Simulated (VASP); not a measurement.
# Sb (R-3m) in VASP: a series of runs, part 2 of 2

VASP 6.6.1. Earlier steps stand in the parts before.

### 3 Relaxation of cell and atoms, PBE+D3(BJ), target pressure 6.5 GPa, at which the enthalpy is minimised

This run uses another cell than the first one, of 26.84 Å³/atom, 0.889 times its volume.

INCAR reads:

```
PREC = Accurate
ENCUT = 520
EDIFF = 1E-7
ISMEAR = 0
SIGMA = 0.02
LREAL = F
LASPH = T
NELM = 60
ALGO = Fast
ISIF = 3
LWAVE = F
LCHARG = F
GGA = PE
IVDW = 12
IBRION = 2
NSW = 80
EDIFFG = -0.002
PSTRESS = 65.0
```

KPOINTS reads:

```
regular mesh
0
Gamma
  6 6 6
```

POSCAR reads:

```
Sb                                      
1.0
    2.0992717004      1.2120150815      3.5165466147
   -2.0992717004      1.2120150815      3.5165466147
   -0.0000000000     -2.4240301631      3.5165466147
  Sb            
     2
Direct
     0.2403702347496422    0.2403702347496422    0.2403702347496422
     0.7596297652503579    0.7596297652503579    0.7596297652503579
```

Potentials or basis: VASP PAW PBE potentials, release 64 (Sb).

Run with:

```
> cat potpaw_PBE.64/Sb/POTCAR > POTCAR
> mpirun -np 1 vasp_std > vasp.out
```

OUTCAR:

```text
PREC = Accurate
   ENCUT = 520
   EDIFF = 1E-7
   ISMEAR = 0
   LREAL = F
   LASPH = T
   NELM = 60
   ISIF = 3
   GGA = PE
   IVDW = 12
   IBRION = 2
   NSW = 80
   EDIFFG = -0.002
   PSTRESS = 65.0
 IVDW          = 12

 ion  position               nearest neighbor table
   1  0.240  0.240  0.240-   2 2.88   2 2.88   2 2.88   2 3.12   2 3.12   2 3.12
   2  0.760  0.760  0.760-   1 2.88   1 2.88   1 2.88   1 3.12   1 3.12   1 3.12

  LATTYP: Found a trigonal (rhomboedric) cell.
 ALAT       =     4.2710680542
 COS(alpha) =     0.5168362811

  Lattice vectors:

 A1 = (   2.0992717004,   1.2120150815,   3.5165466147)
 A2 = (  -2.0992717004,   1.2120150815,   3.5165466147)
 A3 = (   0.0000000000,  -2.4240301631,   3.5165466147)

Analysis of symmetry for initial positions (statically):
=====================================================================
 Subroutine PRICEL returns:
 Original cell was already a primitive cell.

 Routine SETGRP: Setting up the symmetry group for a
 trigonal (rhombohedral) supercell.

 Subroutine GETGRP returns: Found 12 space group operations
 (whereof 12 operations were pure point group operations)
 out of a pool of 12 trial point group operations.

The static configuration has the point symmetry D_3d.

Analysis of symmetry for dynamics (positions and initial velocities):
=====================================================================
 Subroutine PRICEL returns:
 Original cell was already a primitive cell.

 Routine SETGRP: Setting up the symmetry group for a
 trigonal (rhombohedral) supercell.

 Subroutine GETGRP returns: Found 12 space group operations
 (whereof 12 operations were pure point group operations)
 out of a pool of 12 trial point group operations.

The dynamic configuration has the point symmetry D_3d.

 Subroutine INISYM returns: Found 12 space group operations
 (whereof 12 operations are pure point group operations),
 and found     1 'primitive' translations

----------------------------------------------------------------------------------------

[... 125 lines left out ...]
 RMM-DIIS sequential band-by-band and
 Gauss-broadening in eV      SIGMA  =   0.02
  energy-cutoff  :      520.00
  volume of cell :       53.68
 maximum number of plane-waves:      1466
   NGX = 15   NGY = 15   NGZ = 15

 number of electron      10.0000000 magnetization

 number of electron       9.9999999 magnetization

 Free energy of the ion-electron system (eV)
  ---------------------------------------------------
  ext. energy  EPLUGINS =         0.00000000
  ---------------------------------------------------
  free energy    TOTEN  =        -8.03370464 eV

  energy without entropy =       -8.03356181  energy(sigma->0) =       -8.03363323

 E-fermi :   8.7745     XC(G=0): -10.0694

 val. band max:        8.6312348080   @ k =   0.5000   0.5000   0.5000
 cond. band min:       8.7805434850   @ k =   0.5000   0.0000   0.0000
 fundamental gap:      0.1493086770
 Fermi energy:         8.7744520811

 k-point     1 :       0.0000    0.0000    0.0000
  band No.  band energies     occupation
      1      -4.7564      2.00000
      2       4.7188      2.00000
      3       6.5965      2.00000
      4       6.7615      2.00000
      5       6.7615      2.00000
      6      11.6045      0.00000
      7      11.9288      0.00000
      8      11.9288      0.00000
      9      13.4851      0.00000
[... 265 lines left out ...]
 k-point    24 :      -0.3333    0.5000    0.1667
  band No.  band energies     occupation
      1      -1.5234      2.00000
      2      -0.1325      2.00000
      3       2.6606      2.00000
      4       3.7176      2.00000
      5       6.8393      2.00000
      6      11.0026      0.00000
      7      11.9546      0.00000
      8      15.0373      0.00000
      9      15.3647      0.00000

 [... further k-points ...]

------------------------ aborting loop because EDIFF is reached ----------------------------------------

 Edisp (eV)   -1.06680

 E8    (eV) :    -0.4973

  FORCE on cell =-STRESS in cart. coord.  units (eV):
  Direction    XX          YY          ZZ          XY          YZ          ZX
  --------------------------------------------------------------------------------------
  -------------------------------------------------------------------------------------
  Total       2.17752     2.17752     2.17948     0.00000    -0.00000     0.00000
  in kB      64.98742    64.98742    65.04590     0.00000    -0.00000     0.00000
  external pressure =        0.01 kB  Pullay stress =       65.00 kB

 VOLUME and BASIS-vectors are now :
 -----------------------------------------------------------------------------
  energy-cutoff  :      520.00
  volume of cell :       53.68
      direct lattice vectors                 reciprocal lattice vectors
     2.099271700  1.212015081  3.516546615     0.238177840  0.137512040  0.094789966
    -2.099271700  1.212015081  3.516546615    -0.238177840  0.137512040  0.094789966
     0.000000000 -2.424030163  3.516546615     0.000000000 -0.275024080  0.094789966

 POSITION                                       TOTAL-FORCE (eV/Angst)
 -----------------------------------------------------------------------------------
      0.00000     -0.00000      2.53582         0.000000     -0.000000      0.000464
      0.00000     -0.00000      8.01382         0.000000      0.000000     -0.000464
 -----------------------------------------------------------------------------------
    total drift:                                0.000000      0.000000      0.000000

  FREE ENERGIE OF THE ION-ELECTRON SYSTEM (eV)
  ---------------------------------------------------
  free  energy   TOTEN  =        -9.1005083638 eV

  energy  without entropy=       -9.1003655283  energy(sigma->0) =       -9.10043695

  enthalpy is  TOTEN    =        -6.9225625099 eV   P V=        2.1779458539

 reached required accuracy - stopping structural energy minimisation
```

OSZICAR:

```text
N       E                     dE             d eps       ncg     rms          rms(c)
DAV:   1     0.404428394706E+02    0.40443E+02   -0.37814E+03   576   0.893E+02
DAV:   2    -0.651788517600E+01   -0.46961E+02   -0.45814E+02   843   0.128E+02
DAV:   3    -0.802436225045E+01   -0.15065E+01   -0.15029E+01   690   0.287E+01
DAV:   4    -0.803559587628E+01   -0.11234E-01   -0.11230E-01   746   0.294E+00
DAV:   5    -0.803568081208E+01   -0.84936E-04   -0.84931E-04   693   0.246E-01    0.345E+00
RMM:   6    -0.803391850020E+01    0.17623E-02   -0.17769E-03   576   0.394E-01    0.209E+00
RMM:   7    -0.803355443660E+01    0.36406E-03   -0.49718E-03   576   0.662E-01    0.712E-02
RMM:   8    -0.803368824946E+01   -0.13381E-03   -0.38167E-04   576   0.199E-01    0.146E-02
RMM:   9    -0.803370350461E+01   -0.15255E-04   -0.71036E-05   576   0.868E-02    0.621E-03
RMM:  10    -0.803370425622E+01   -0.75161E-06   -0.15462E-05   580   0.407E-02    0.371E-03
RMM:  11    -0.803370450934E+01   -0.25312E-06   -0.29260E-06   576   0.178E-02    0.398E-04
RMM:  12    -0.803370464717E+01   -0.13783E-06   -0.89014E-07   506   0.938E-03    0.452E-04
RMM:  13    -0.803370464414E+01    0.30392E-08   -0.17598E-07   421   0.411E-03
   1 F= -.69225625E+01 E0= -.69224911E+01  d E =-.692256E+01
```

Run time: 6.3 s. Hardware: 1 thread of Intel Xeon 6975P-C (Granite Rapids), shared host; peak memory 0.18 GiB.

What came out:

- Free energy: -9.1005 eV
- Pressure after relaxing: 6.5 GPa
- Band gap on the k mesh: none (metal or under the smearing width)
- Dispersion energy per atom: -0.533 eV

Final structure:
```xyz
2
Lattice="2.0993 1.2120 3.5165 -2.0993 1.2120 3.5165 0.0000 -2.4240 3.5165" Properties=species:S:1:pos:R:3 pbc="T T T"
Sb    0.0000    0.0000    2.5358
Sb    0.0000    0.0000    8.0138
```

Caveat: the relaxation stopped at its first step, so nothing moved; the cell is relaxed towards a set pressure, so the enthalpy falls and the energy may rise; pairwise dispersion overbinds metals, which lowers pressure and volume. The run has no spin-orbit coupling, so splittings on Sb are missing.

### 4 Vibrations by finite differences, PBE+D3(BJ)

This run uses another cell than the first one, of 26.84 Å³/atom, 0.889 times its volume.

INCAR reads:

```
SYSTEM = Sb
PREC     = Accurate       ! precision mode
ENCUT    = 520            ! plane-wave cutoff, eV
EDIFF    = 1E-8           ! SCF threshold, eV
ISMEAR   = 0              ! smearing method
SIGMA    = 0.02           ! smearing width, eV
LREAL    = .False.        ! projectors in reciprocal space
LASPH    = .True.         ! aspherical terms in the spheres
NELM     = 60             ! most SCF steps
ALGO     = Fast           ! electronic algorithm
ISIF     = 2              ! what is computed and relaxed
LWAVE    = .False.        ! write WAVECAR
LCHARG   = .False.        ! write CHGCAR
GGA      = PE             ! functional
IVDW     = 12             ! dispersion correction
IBRION   = 6              ! ionic algorithm
NFREE    = 2            
POTIM    = 0.015          ! step
NSW      = 1              ! ionic steps
```

KPOINTS reads:

```
regular mesh
0
Gamma
  6 6 6
  0 0 0
```

POSCAR reads:

```
Sb                                      
1.0
    2.0992717004      1.2120150815      3.5165466147
   -2.0992717004      1.2120150815      3.5165466147
    0.0000000000     -2.4240301631      3.5165466147
  Sb            
     2
Direct
     0.2403702347496406    0.2403702347496406    0.2403702347496406
     0.7596297652503594    0.7596297652503594    0.7596297652503594
```

Run with:

```
> cat potpaw_PBE.64/Sb/POTCAR > POTCAR
> mpirun -np 1 vasp_std > vasp.out
```

Wall time 40 s (1 thread of Intel Xeon 6975P-C (Granite Rapids), shared host); peak memory 0.24 GiB.

Results (log left out):

| Item | Value |
| --- | --- |
| Highest phonon frequency at Γ | 152 cm⁻¹ |
| Dispersion energy per atom | -0.533 eV |

Phonon frequencies in cm⁻¹ (negative: imaginary):
```tsv
q point	frequencies
(0.000, 0.000, 0.000)	0 0 0 104 104 152
```

Caveat: pairwise dispersion overbinds metals, which lowers pressure and volume. Spin-orbit coupling is left out, which matters for the levels of Sb.
